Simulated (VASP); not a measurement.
# Li2S (Fm-3m) in VASP: single point with PBEsol

Aim: the single point of Li2S with PBEsol.

Program: VASP 6.6.1. These are calculated values, not measurements. Logs are shortened: lines on timing, memory, paths and dates and some standing lists are left out, and cuts for length are marked.

### Step 1. The structure

It takes space group Fm-3m (No. 225, cubic). The conventional cell has a = 5.708 Å, b = 5.708 Å, c = 5.708 Å, α = 90.00°, β = 90.00°, γ = 90.00°. Li (site symmetry -43m) is surrounded by 4 S at 2.47 Å. S (site symmetry m-3m) is surrounded by 8 Li at 2.47 Å.

### Step 2. Single point, PBEsol

Input file INCAR:

```
SYSTEM = Li2S
PREC = Accurate
ENCUT = 520
EDIFF = 1E-6
ISMEAR = 0
SIGMA = 0.1
LREAL = .False.
LASPH = .True.
NELM = 60
ALGO = Fast
ISIF = 2
LWAVE = .False.
LCHARG = .False.
GGA = PS
NBANDS = 13
```

Input file KPOINTS:

```
regular mesh
0
Gamma
  6 6 6
  0 0 0
```

Input file POSCAR:

```
Li2S
1.0
    0.0000000000      2.8540000000      2.8540000000
    2.8540000000      0.0000000000      2.8540000000
    2.8540000000      2.8540000000      0.0000000000
Li S
2 1
Direct
    0.2500000000      0.2500000000      0.2500000000
    0.7500000000      0.7500000000      0.7500000000
    0.0000000000      0.0000000000      0.0000000000
```

Potentials or basis: VASP PAW PBE potentials, release 64 (Li_sv, S).

Command:

```console
> cat potpaw_PBE.64/Li_sv/POTCAR potpaw_PBE.64/S/POTCAR > POTCAR
> mpirun -np 1 vasp_std > vasp.out
```

OUTCAR:

```text
SYSTEM = Li2S
   PREC = Accurate
   ENCUT = 520
   EDIFF = 1E-6
   ISMEAR = 0
   LREAL = .False.
   LASPH = .True.
   NELM = 60
   ISIF = 2
   GGA = PS

 ion  position               nearest neighbor table
   1  0.250  0.250  0.250-   3 2.47   3 2.47   3 2.47   3 2.47
   2  0.750  0.750  0.750-   3 2.47   3 2.47   3 2.47   3 2.47
   3  0.000  0.000  0.000-   2 2.47   2 2.47   2 2.47   1 2.47   2 2.47   1 2.47   1 2.47   1 2.47

  LATTYP: Found a face centered cubic cell.
 ALAT       =     5.7080000000

  Lattice vectors:

 A1 = (   0.0000000000,   2.8540000000,   2.8540000000)
 A2 = (   2.8540000000,   0.0000000000,   2.8540000000)
 A3 = (   2.8540000000,   2.8540000000,   0.0000000000)

Analysis of symmetry for initial positions (statically):
=====================================================================
 Subroutine PRICEL returns:
 Original cell was already a primitive cell.

 Routine SETGRP: Setting up the symmetry group for a
 face centered cubic supercell.

 Subroutine GETGRP returns: Found 48 space group operations
 (whereof 48 operations were pure point group operations)
 out of a pool of 48 trial point group operations.

The static configuration has the point symmetry O_h .

Analysis of symmetry for dynamics (positions and initial velocities):
=====================================================================
 Subroutine PRICEL returns:
 Original cell was already a primitive cell.

 Routine SETGRP: Setting up the symmetry group for a
 face centered cubic supercell.

 Subroutine GETGRP returns: Found 48 space group operations
 (whereof 48 operations were pure point group operations)
 out of a pool of 48 trial point group operations.

The dynamic configuration has the point symmetry O_h .

 Subroutine INISYM returns: Found 48 space group operations
 (whereof 48 operations are pure point group operations),
 and found     1 'primitive' translations

----------------------------------------------------------------------------------------

                                     Primitive cell

  volume of cell :      46.4935

  direct lattice vectors                    reciprocal lattice vectors
     0.000000000  2.854000000  2.854000000    -0.175192712  0.175192712  0.175192712
     2.854000000  0.000000000  2.854000000     0.175192712 -0.175192712  0.175192712
     2.854000000  2.854000000  0.000000000     0.175192712  0.175192712 -0.175192712

  length of vectors
     4.036165507  4.036165507  4.036165507     0.303442678  0.303442678  0.303442678

  position of ions in fractional coordinates (direct lattice)
     0.250000000  0.250000000  0.250000000
     0.750000000  0.750000000  0.750000000
     0.000000000  0.000000000  0.000000000

  ion indices of the primitive-cell ions
   primitive index   ion index
                 1           1
                 2           2
                 3           3

----------------------------------------------------------------------------------------

 KPOINTS: regular mesh

Automatic generation of k-mesh.
 Grid dimensions read from file:
 generate k-points for:    6    6    6

 Generating k-lattice:

  Cartesian coordinates                     Fractional coordinates (reciprocal lattice)
    -0.029198785  0.029198785  0.029198785     0.166666667  0.000000000  0.000000000
     0.029198785 -0.029198785  0.029198785     0.000000000  0.166666667  0.000000000
     0.029198785  0.029198785 -0.029198785     0.000000000  0.000000000  0.166666667

  Length of vectors
     0.050573780  0.050573780  0.050573780

  Shift w.r.t. Gamma in fractional coordinates (k-lattice)
     0.000000000  0.000000000  0.000000000

 Subroutine IBZKPT returns following result:
 ===========================================

 Found     16 irreducible k-points:

 Following reciprocal coordinates:
            Coordinates               Weight
  0.000000  0.000000  0.000000      1.000000
  0.166667  0.000000  0.000000      8.000000
  0.333333  0.000000  0.000000      8.000000
  0.500000  0.000000  0.000000      4.000000
  0.166667  0.166667  0.000000      6.000000
  0.333333  0.166667  0.000000     24.000000
[... 8 lines left out ...]
 -0.333333  0.333333  0.166667     24.000000
 -0.333333  0.500000  0.166667     12.000000
   k-points           NKPTS =     16   k-points in BZ     NKDIM =     16   number of bands    NBANDS=     13
   number of dos      NEDOS =    301   number of ions     NIONS =      3
   total plane-waves  NPLWV =  27000
   dimension x,y,z NGX =    30 NGY =   30 NGZ =   30
   dimension x,y,z NGXF=    60 NGYF=   60 NGZF=   60
   ions per type =               2   1
   NGX,Y,Z   is equivalent  to a cutoff of  12.36, 12.36, 12.36 a.u.
   NGXF,Y,Z  is equivalent  to a cutoff of  24.71, 24.71, 24.71 a.u.
 SYSTEM =  Li2S
   PREC   = accura    normal or accurate (medium, high low for compatibility)
   ISTART =      0    job   : 0-new  1-cont  2-samecut
   ICHARG =      2    charge: 1-file 2-atom 10-const
   ISPIN  =      1    spin polarized calculation?
   LNONCOLLINEAR =      F non collinear calculations
   LSORBIT =      F    spin-orbit coupling
   LASPH  =      T    aspherical Exc in radial PAW
   ENCUT  =  520.0 eV  38.22 Ry    6.18 a.u.   7.50  7.50  7.50*2*pi/ulx,y,z
   NELM   =     60;   NELMIN=  2; NELMDL= -5     # of ELM steps
   EDIFF  = 0.1E-05   stopping-criterion for ELM
   LREAL  =      F    real-space projection
   EDIFFG = 0.1E-04   stopping-criterion for IOM
   NSW    =      0    number of steps for IOM
   IBRION =     -1    ionic relax: 0-MD 1-quasi-New 2-CG
   NFREE  =      0    steps in history (QN), initial steepest desc. (CG)
   ISIF   =      2    stress and relaxation
   ISYM   =      2    0-nonsym 1-usesym 2-fastsym
   POTIM  = 0.5000    time-step for ionic-motion
   TEBEG  =    0.0;   TEEND  =   0.0 temperature during run
   PSTRESS=    0.0 pullay stress
   NELECT =      12.0000    total number of electrons
   NUPDOWN=      -1.0000    fix difference up-down
   EMIN   =  10.00;   EMAX   =-10.00  energy-range for DOS
   EFERMI =   0.00;   METHOD = LEGACY
   ISMEAR =     0;   SIGMA  =   0.10  broadening in eV -4-tet -1-fermi 0-gaus
   EFERMI_NEDOS =   21; number of points for ismear=-14 and -15
   IALGO  =     68    algorithm
   IMIX   =      4    mixing-type and parameters
     AMIX     =   0.40;   BMIX     =  1.00
     AMIX_MAG =   1.60;   BMIX_MAG =  1.00
  volume/ion in A,a.u.               =      15.50       104.58
  Fermi-wavevector in a.u.,A,eV,Ry     =   1.042328  1.969715 14.782032  1.086449
  Thomas-Fermi vector in A             =   2.176989
   LORBIT       =      0    0 simple, 1 ext, 2 COOP (PROOUT), +10 PAW based schemes
   GGA     = PS    functional components
   LHFCALC =     F    Hartree Fock is set to
   AEXX    =    0.0000 exact exchange contribution
   IVDW    =     0    specifies the selected vdW correction
   LEPSILON=     F    determine dielectric tensor
   LRPA    =     F    only Hartree local field effects (RPA)
 non-spin polarized calculation
 RMM-DIIS sequential band-by-band and
 Gauss-broadening in eV      SIGMA  =   0.10
  energy-cutoff  :      520.00
  volume of cell :       46.49
 maximum number of plane-waves:      1272
   NGX = 15   NGY = 15   NGZ = 15

 number of electron      11.9999984 magnetization

 Free energy of the ion-electron system (eV)
  ---------------------------------------------------
  ext. energy  EPLUGINS =         0.00000000
  ---------------------------------------------------
  free energy    TOTEN  =       -12.37169468 eV

  energy without entropy =      -12.37169468  energy(sigma->0) =      -12.37169468

 E-fermi :   1.8867     XC(G=0):  -8.6192

 val. band max:        1.3823152468   @ k =   0.0000   0.0000   0.0000
 cond. band min:       4.6052110590   @ k =   0.5000   0.5000   0.0000
 fundamental gap:      3.2228958121
 Fermi energy:         1.8866583443

 k-point     1 :       0.0000    0.0000    0.0000
  band No.  band energies     occupation
      1     -42.1294      2.00000
      2     -42.0845      2.00000
      3      -9.6220      2.00000
      4       1.3823      2.00000
      5       1.3823      2.00000
      6       1.3823      2.00000
      7       5.4639      0.00000
      8       7.5291      0.00000
      9       7.5291      0.00000
     10       7.5291      0.00000
     11      12.5003      0.00000
     12      12.5003      0.00000
     13      13.6252      0.00000

 k-point     2 :       0.1667    0.0000    0.0000
  band No.  band energies     occupation
      1     -42.1262      2.00000
      2     -42.0874      2.00000
      3      -9.5238      2.00000
      4       0.4122      2.00000
      5       1.2346      2.00000
      6       1.2346      2.00000
      7       6.1421      0.00000
      8       7.9012      0.00000
      9       7.9013      0.00000
     10       8.1254      0.00000
     11      11.2261      0.00000
     12      11.2261      0.00000
     13      13.8838      0.00000

 k-point     3 :       0.3333    0.0000    0.0000
  band No.  band energies     occupation
      1     -42.1177      2.00000
      2     -42.0951      2.00000
      3      -9.3077      2.00000
      4      -0.9599      2.00000
      5       0.9820      2.00000
      6       0.9820      2.00000
      7       6.9816      0.00000
      8       8.0412      0.00000
      9       8.0412      0.00000
     10       9.1837      0.00000
     11      11.7071      0.00000
     12      11.7071      0.00000
     13      14.6131      0.00000

 k-point     4 :       0.5000    0.0000    0.0000
  band No.  band energies     occupation
      1     -42.1060      2.00000
      2     -42.1060      2.00000
      3      -9.1874      2.00000
      4      -1.5252      2.00000
      5       0.8720      2.00000
      6       0.8720      2.00000
      7       7.3664      0.00000
      8       7.8578      0.00000
      9       7.8578      0.00000
     10       9.5971      0.00000
     11      14.0287      0.00000
     12      14.0328      0.00000
     13      14.3882      0.00000

 k-point     5 :       0.1667    0.1667    0.0000
  band No.  band energies     occupation
      1     -42.1255      2.00000
      2     -42.0881      2.00000
      3      -9.4920      2.00000
      4       0.5950      2.00000
      5       0.9359      2.00000
      6       0.9359      2.00000
      7       6.2152      0.00000
      8       7.7371      0.00000
      9       8.3783      0.00000
     10       8.3783      0.00000
     11      10.0787      0.00000
     12      12.9475      0.00000
     13      14.5839      0.00000
[... 129 lines left out ...]
 k-point    14 :       0.5000    0.3333    0.1667
  band No.  band energies     occupation
      1     -42.1135      2.00000
      2     -42.0986      2.00000
      3      -9.1659      2.00000
      4      -0.8188      2.00000
      5      -0.0138      2.00000
      6       0.4668      2.00000
      7       6.5593      0.00000
      8       8.4156      0.00000
      9       9.0147      0.00000
     10      10.5827      0.00000
     11      11.0995      0.00000
     12      13.6582      0.00000
     13      15.3276      0.00000

 k-point    15 :      -0.3333    0.3333    0.1667
  band No.  band energies     occupation
      1     -42.1058      2.00000
      2     -42.1058      2.00000
      3      -9.0856      2.00000
      4      -1.0017      2.00000
      5      -0.1781      2.00000
      6       0.1951      2.00000
      7       6.8846      0.00000
      8       8.1610      0.00000
      9      10.2860      0.00000
     10      10.7613      0.00000
     11      11.0429      0.00000
     12      12.9623      0.00000
     13      14.6521      0.00000

 k-point    16 :      -0.3333    0.5000    0.1667
  band No.  band energies     occupation
      1     -42.1095      2.00000
      2     -42.1021      2.00000
      3      -9.0530      2.00000
      4      -0.6341      2.00000
      5      -0.3234      2.00000
      6      -0.2636      2.00000
      7       5.9071      0.00000
      8       9.2481      0.00000
      9       9.5951      0.00000
     10      11.3757      0.00000
     11      12.6981      0.00000
     12      13.6301      0.00000
     13      13.9592      0.00000

------------------------ aborting loop because EDIFF is reached ----------------------------------------

  FORCE on cell =-STRESS in cart. coord.  units (eV):
  Direction    XX          YY          ZZ          XY          YZ          ZX
  --------------------------------------------------------------------------------------
  -------------------------------------------------------------------------------------
  Total       -0.3307278     -0.3307278     -0.3307278     -0.0000000      0.0000000     -0.0000000
  in kB      -11.3969688    -11.3969688    -11.3969688     -0.0000000      0.0000000     -0.0000000
  external PRESSURE =     -11.3969688 kB  Pullay stress =       0.0000000 kB

 VOLUME and BASIS-vectors are now :
 -----------------------------------------------------------------------------
  energy-cutoff  :      520.00
  volume of cell :       46.49
      direct lattice vectors                 reciprocal lattice vectors
     0.000000000  2.854000000  2.854000000    -0.175192712  0.175192712  0.175192712
     2.854000000  0.000000000  2.854000000     0.175192712 -0.175192712  0.175192712
     2.854000000  2.854000000  0.000000000     0.175192712  0.175192712 -0.175192712

 POSITION                                       TOTAL-FORCE (eV/Angst)
 -----------------------------------------------------------------------------------
      1.42700      1.42700      1.42700         0.000000      0.000000      0.000000
      4.28100      4.28100      4.28100        -0.000000     -0.000000     -0.000000
      0.00000      0.00000      0.00000        -0.000000     -0.000000      0.000000
 -----------------------------------------------------------------------------------
    total drift:                                0.000000     -0.000000      0.000000

  FREE ENERGIE OF THE ION-ELECTRON SYSTEM (eV)
  ---------------------------------------------------
  free  energy   TOTEN  =       -12.3716946807 eV

  energy  without entropy=      -12.3716946807  energy(sigma->0) =      -12.37169468
```

Run time: 27 s. Hardware: 1 thread of AMD EPYC 7R13 (Zen 3), shared host; peak memory 0.12 GiB.

Results:

| Item | Value |
| --- | --- |
| Free energy | -12.3717 eV |
| Band gap on the k mesh | 3.22 eV, indirect (least direct gap 4.08 eV) |

Caveat: the cutoff is under 1.25 times the usual one of these potentials, so pressure, stress and relaxed cells hold a basis-set (Pulay) error; the PAW data sets were made with another functional, which shifts forces and pressure a little.
